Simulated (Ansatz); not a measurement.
**5 guesses for Si₃C₂ and where they end**

Method: DFT PBE, scalar-relativistic, plane waves, PAW (Ansatz). All cells share a 420 eV cutoff and Γ-centred k meshes spaced at most about 0.3 Å⁻¹ (about 0.25 or finer for metals, 2π included). No spin polarisation in the final relaxations.

Each guess was relaxed in cell and atoms at zero pressure, within the symmetry of its start. All energies are static (0 K, no zero-point motion). Coordination counts C atoms around Si (those within 1.25 times the shortest such distance or 1.15 times the sum of covalent radii; a plus sign parts nearer from farther groups; the shortest distance is added where it is long for a bond; a slash parts the counts of unlike sites). For orderings, «n of Z unlike» gives the unlike atoms among the Z nearest shared sites at the start, averaged over those sites.

| guess | made from | start group | V start (Å³/atom) | end group | V end (Å³/atom) | coordination at the end | gap on mesh (eV) | E over the lowest end (meV/atom) |
| --- | --- | --- | --- | --- | --- | --- | --- | --- |
| 1 | Si/C on fcc sites, 4.8 of 12 unlike | R-3m | 14.2 | R-3m (anti-tetradymite) | 9.9 | Si 3/6 | 0 | 59 |
| 2 | Si/C on hcp sites, 2.4 of 12 unlike | P6_3/mmc | 14.2 | P6_3/mmc | 13.4 | Si 2 from 2.6 Å/3 | 0 | 0 |
| 3 | Si/C ordered on a cell of Si | P6/mmm | 14.2 | P6/mmm | 13.3 | Si 1/2+12 from 4.4 Å | 0 | 483 |
| 4 | Si/C on hcp sites, 4.8 of 12 unlike | P-6m2 | 14.2 | ? | ? | ? | ? | ? |
| 5 | Si/C on hcp sites, 2.4 of 12 unlike | P-6m2 | 14.2 | P-6m2 | 11.8 | Si 1/3/4 | 0 | 155 |

Guess 4 as it starts:

```yaml
crystal:
  lattice:
    - [2.72439, 0.00000, 0.00000]
    - [-1.36219, 2.35939, 0.00000]
    - [0.00000, 0.00000, 22.15850]
  atoms:
    - { symbol: Si, position: [0.33333, 0.66667, 0.40000] }
    - { symbol: Si, position: [0.33333, 0.66667, 0.60000] }
    - { symbol: Si, position: [0.66667, 0.33333, 0.90000] }
    - { symbol: Si, position: [0.66667, 0.33333, 0.10000] }
    - { symbol: Si, position: [0.66667, 0.33333, 0.30000] }
    - { symbol: Si, position: [0.66667, 0.33333, 0.70000] }
    - { symbol: C, position: [0.33333, 0.66667, 0.80000] }
    - { symbol: C, position: [0.33333, 0.66667, 0.00000] }
    - { symbol: C, position: [0.33333, 0.66667, 0.20000] }
    - { symbol: C, position: [0.66667, 0.33333, 0.50000] }
```

Problem. Fill in the missing row: what does this guess relax into, and where does it rank?

Solution. It ends in space group P-6m2 (No. 187), with a = 2.910 Å, c = 14.469 Å, 10.6 Å³/atom and no gap. It lies 260 meV/atom over the lowest end, above guess 5 and below guess 3. Counting C atoms around Si, this end has Si 3/3+3 and the lowest (guess 2) has Si 2 from 2.6 Å/3. This end holds Si–Si units of three or more atoms (shortest 2.43 Å); in the lowest (guess 2) the shortest Si–Si distance is 3.11 Å.

```cif
data_structure
_symmetry_space_group_name_H-M 'P-6m2'
_symmetry_Int_Tables_number 187
_cell_length_a 2.9096
_cell_length_b 2.9096
_cell_length_c 14.4693
_cell_angle_alpha 90.000
_cell_angle_beta 90.000
_cell_angle_gamma 120.000
_cell_volume 106.08
loop_
_atom_site_label
_atom_site_type_symbol
_atom_site_symmetry_multiplicity
_atom_site_Wyckoff_symbol
_atom_site_fract_x
_atom_site_fract_y
_atom_site_fract_z
_atom_site_occupancy
Si1 Si 2 g 0.00000 0.00000 0.41618 1
Si2 Si 2 h 0.33333 0.66667 0.91486 1
Si3 Si 2 h 0.33333 0.66667 0.25894 1
C1 C 2 g 0.00000 0.00000 0.80173 1
C2 C 1 a 0.00000 0.00000 0.00000 1
C3 C 1 d 0.33333 0.66667 0.50000 1
```

Energies over the elements count from the elements' standard structures at the same level, with no fitted energy shifts.

Problem. Is the lowest end bound against the elements?

Solution. No: its formation energy is +0.50 eV/atom. The separate elements lie lower, so it is unstable against them.

Weakly bound directions are ill-defined at this level, which has no dispersion term (P6_3/mmc, P-6m2 at 10.6 Å³/atom), and this can change margins and order among such cells. The reference form of C is held partly by dispersion forces, which this level lacks. Cells relaxed within their symmetry can be saddle points. A lower structure may well exist outside this small set. Some candidate types were left out of the draw beforehand, so a known form may be missing.
